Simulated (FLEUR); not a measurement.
# free Co(001) film, 2 layers: anisotropy by force theorems, part 2 of 2

One state of free Co(001) film, 2 layers is converged without symmetry. Force theorems then give its anisotropy.

FLEUR MaX-R8.1; PBE; all-electron FLAPW film, Dirac cores, scalar-relativistic bands.

So far. Step 2 (Self-consistent state): After 30 cycles the largest moment stands at 1.89 μB.

## 5. Spin–orbit coupling, moments along z

Level of this step: PBE; all-electron FLAPW film, Dirac cores, scalar-relativistic bands with spin-orbit coupling (FLEUR).

Spin–orbit coupling ties the spins to the lattice and lets orbital moments form.

A new self-consistent run of the start ferro ++, with the moments along z. The k list default-1 (kpts.xml, not shown) is a Γ-centred 30×30×1 mesh.

The input, inp.xml:

```
<?xml version="1.0" encoding="UTF-8" standalone="no"?>
<fleurInput fleurInputVersion="0.39">
   <comment>
      Co
   </comment>
   <calculationSetup>
      <cutoffs Kmax="3.64" Gmax="10.9" GmaxXC="10.9" numbands="74"/>
      <scfLoop itmax="150" minDistance="0.00002" maxIterBroyd="15" imix="Anderson" alpha="0.03" precondParam="0.0" spinf="2.0" sdNocoIR="T"/>
      <coreElectrons ctail="T" frcor="F" kcrel="0" coretail_lmax="0"/>
      <xcFunctional name="pbe" relativisticCorrections="F"/>
      <magnetism jspins="2"/>
      <soc l_soc="T" theta="0.0" phi="0.0" spav="F"/>
      <expertModes spex="0" secvar="F"/>
      <geometryOptimization l_f="F" forcealpha="1.0" forcemix="BFGS" epsdisp="0.00001" epsforce="0.00001"/>
      <ldaU l_linMix="F" mixParam="0.05" spinf="1.0"/>
   </calculationSetup>
   <cell>
      <bzIntegration valenceElectrons="34.0" mode="hist" fermiSmearingEnergy="0.00183747">
         <kPointListSelection listName="default-1"/>
         <xi:include xmlns:xi="http://www.w3.org/2001/XInclude" href="kpts.xml"> </xi:include>
      </bzIntegration>
      <xi:include xmlns:xi="http://www.w3.org/2001/XInclude" href="sym.xml"> </xi:include>
      <filmLattice scale="1.0" dVac="8.65" dTilda="11.15">
         <bravaisMatrixFilm>
            <row-1>    4.7369764765348199     0.0000000000000000</row-1>
            <row-2>    0.0000000000000000     4.7369764765348199</row-2>
         </bravaisMatrixFilm>
         <vacuumEnergyParameters vacuum="1" spinUp="-.25" spinDown="-.25"/>
      </filmLattice>
   </cell>
   <atomSpecies>
      <species name="Cobalt (Co2.000" element="Co" atomicNumber="27">
         <mtSphere radius="2.25" gridPoints="745" logIncrement="0.016"/>
         <atomicCutoffs lmax="8" lnonsphr="6"/>
         <electronConfig flipSpins="F">
            <coreConfig>(1s1/2) (2s1/2) (2p1/2) (2p3/2)</coreConfig>
            <valenceConfig>(3s1/2) (3p1/2) (3p3/2) (4s1/2) (3d3/2) (3d5/2)</valenceConfig>
            <stateOccupation state="(3d3/2)" spinUp="1.5" spinDown="1.3"/>
            <stateOccupation state="(3d5/2)" spinUp="3.0" spinDown="1.2"/>
         </electronConfig>
         <energyParameters s="4" p="4" d="3" f="4"/>
         <lo type="SCLO" l="0" n="3" eDeriv="0"/>
         <lo type="SCLO" l="1" n="3" eDeriv="0"/>
      </species>
   </atomSpecies>
   <atomGroups>
      <atomGroup species="Cobalt (Co2.000">
         <filmPos label="                   1">-1.000/4.000 -1.000/4.000 -1.6747825808</filmPos>
         <filmPos label="                   2">1.000/4.000 1.000/4.000 1.6747825808</filmPos>
         <force calculate="T" relaxXYZ="TTT"/>
      </atomGroup>
   </atomGroups>
   <output dos="F" band="F" slice="F">
      <bandDOS minEnergy="-.5*Htr" maxEnergy="0.5*Htr" sigma="0.015" storeEVData="T"/>
      <plotting iplot="0" polar="F">
         <plot TwoD="T" vec1="  1.0  0.0  0.0" vec2="  0.0  1.0  0.0" vec3="  0.0  0.0  1.0" zero="  0.0  0.0 -0.5" file="plot"/>
      </plotting>
      <moessbauerParams electricFieldGradient="F" isomerShift="F" coreHyperfine="F" valenceHyperfine="F"/>
   </output>
</fleurInput>
```

The input, crystal.txt:

```
Co
&input film=T cartesian=F /
2.50670000000  0.00000000000  0.00000000000
0.00000000000  2.50670000000  0.00000000000
0.00000000000  0.00000000000  1.00000000000
1.8897261246
1.0 1.0 1.0

2
27 0.00000000000  0.00000000000  -1.67478258084 : 2.000
27 0.50000000000  0.50000000000  1.67478258084 : 2.000

&soc 0.0000000 0.0000000 /
&kpt div1=30 div2=30 div3=1 gamma=T /
```

Launch:

```console
OMP_NUM_THREADS=1 inpgen -f crystal.txt > inpgen.log  # inp.xml is then edited as shown
OMP_NUM_THREADS=1 mpirun -n 4 fleur_MPI > fleur.log
```

The program printed:

```text
[banner, memory and clock lines left out]
Welcome to FLEUR        (www.flapw.de)
      MaX-Release 8.1          (www.max-centre.eu)

 ========== k-point set info ==========
 Selected k-point list: default-1
 k-point list type: mesh
 0 x 0 x 0
 Number of k points: 228

 [... set-up left out ...]
 Iteration:     1   Distance:      16.10838179 me/bohr^3
 Iteration:     2   Distance:      14.51645608 me/bohr^3
 Iteration:     3   Distance:       8.74335842 me/bohr^3
 Iteration:     4   Distance:       9.14359091 me/bohr^3
 Iteration:     5   Distance:       6.94341418 me/bohr^3
 Iteration:     6   Distance:       5.89130492 me/bohr^3
 Iteration:     7   Distance:       3.67179922 me/bohr^3
 Iteration:     8   Distance:       2.44582768 me/bohr^3
 Iteration:     9   Distance:       2.22043848 me/bohr^3
 Iteration:    10   Distance:       1.23611491 me/bohr^3
 Iteration:    11   Distance:       0.96769848 me/bohr^3
 Iteration:    12   Distance:       0.31049268 me/bohr^3
 Iteration:    13   Distance:       0.42683711 me/bohr^3
 Iteration:    14   Distance:       0.18844198 me/bohr^3
[... lines left out ...]
 Iteration:    23   Distance:       0.00223420 me/bohr^3
 Iteration:    24   Distance:       0.00083560 me/bohr^3
 Iteration:    25   Distance:       0.00031472 me/bohr^3
 Iteration:    26   Distance:       0.00015428 me/bohr^3
 Iteration:    27   Distance:       0.00019028 me/bohr^3
 Iteration:    28   Distance:       0.00002881 me/bohr^3
 Iteration:    29   Distance:       0.00001664 me/bohr^3

 ********************************************************************
 Run finished successfully
 Stop message:
   all done
 ********************************************************************

--- out.xml (last complete iteration) ---
<iteration numberForCurrentRun="   29" overallNumber="   29">
         [... left out ...]
         <bandgap value="0.0000000000" units="eV"/>
         <sumValenceSingleParticleEnergies value="-46.8873375325" units="Htr"/>
         <FermiEnergy value="-0.1694537922" units="Htr"/>
         [... left out ...]
         <magneticMomentsInMTSpheres units="muBohr">
            <globalMagMoment atomType="1" vec="0.00000   0.00000   1.88616"/>
         </magneticMomentsInMTSpheres>
         <orbitalMomentsInMTSpheres units="muBohr">
            <globalMagMoment atomType="1" vec="0.00000   0.00000   0.09664"/>
         </orbitalMomentsInMTSpheres>
         [... left out ...]
         <totalEnergy value="    -2786.8776830260" units="Htr">
            <sumOfEigenvalues value="    -1632.3821953031">
               <coreElectrons value="-1585.4948577706"/>
               <valenceElectrons value="-46.8873375325"/>
            </sumOfEigenvalues>
         [... left out ...]
            <freeEnergy value="-2786.8786942371"/>
            <extrapolationTo0K value="-2786.8781886316"/>
         </totalEnergy>
         <densityConvergence units="me/bohr^3">
            <chargeDensity spin="1" distance="0.0000088463"/>
            <chargeDensity spin="2" distance="0.0000126626"/>
            <overallChargeDensity distance="0.0000141505"/>
            <spinDensity distance="0.0000166421"/>
         </densityConvergence>
      </iteration>
```

It took 4.9 min on 4 MPI ranks of Arm Neoverse N1, shared host; peak memory 0.48 GiB; 20 min of CPU time.

Read from the output:

| Item | Value |
| --- | --- |
| free energy | -75834.8326 eV |
| program's band gap on this mesh (in a metal only a level spacing) | 0 eV |
| magnetization | 3.712 μB |
| final state | ferromagnetic |
| largest moment | 1.886 μB |
| orbital moment along the spin | 0.09664 μB |

Orbital moment in the sphere, along the spin axis by atom:

```tsv
atom	orbital moment in the sphere, along the spin axis (μB)
Co1	0.0966
Co2	0.0966
```

## 6. What came out

* reference state: ferromagnetic
* largest sphere moment: 1.89 μB
* easy direction of those tried: the plane normal to z
* energy along x less z, force theorem: -0.551 meV a primitive cell
* orbital moment on the atom of largest spin, along its spin (spin–orbit run): 0.0966 μB

By the force theorem the moments prefer the plane normal to z, with no direction in it resolved; shape anisotropy is not in it, and in a film it favours the plane. The difference for the second direction goes from -0.52 meV (mesh 20×20×1, 66 states, 1.7 min of CPU time) to -0.55 meV (mesh 30×30×1, 66 states, 3.5 min). The orbital moment is parallel to the spin, as Hund's third rule has it for a shell over half filled. The state was typed, and no other order was converged beside it, so it need not be the ground state.

[Logs and program files are shortened in this print: banners, set-up blocks, solver, clock and traceback lines can be left out without a mark of their own.]

[Logs are printed without paths, hosts, clocks, repeated set-up lines and the standing remarks that a program may print on its own settings, such as how far it seeks lower states.]

[Hosts, paths, dates, database ids (printed as entryN), source tags and the programs' standing remarks are cut or masked in the printed files.]

[Where a cell is said to come from a database of computed structures, the database is the Materials Project.]
